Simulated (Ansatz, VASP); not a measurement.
**Al in VASP and in Ansatz**

```
Al
1.0
     2.81246    0.00000    0.00000
    -1.40623    2.43566    0.00000
     0.00000    0.00000    4.86685
Al
2
Direct
  0.66667 0.33333 0.75000
  0.33333 0.66667 0.25000
```

This isn't the form of Al at room conditions, which is fcc.

Alike in both runs: task single point; functional LDA; k mesh 9 × 9 × 5; occupations fermi-dirac, width 0.1 eV; no spin polarisation.

```csv
,VASP,Ansatz
version,VASP 6.6.1,Ansatz 0.2.0
potentials or method,"VASP PAW LDA potentials, release 64 (Al)","plane waves, PAW"
plane-wave cutoff (eV),520,420
valence electrons in the cell,6,6
```

Ansatz gave:

```
pressure (GPa)                                  : -3.1
largest component of the traceless stress (GPa) : 0.40
```

Estimate VASP's values.

pressure (GPa): -3.0; largest component of the traceless stress (GPa): 0.38.

Ansatz warned: «stress_scf_threshold_loose».
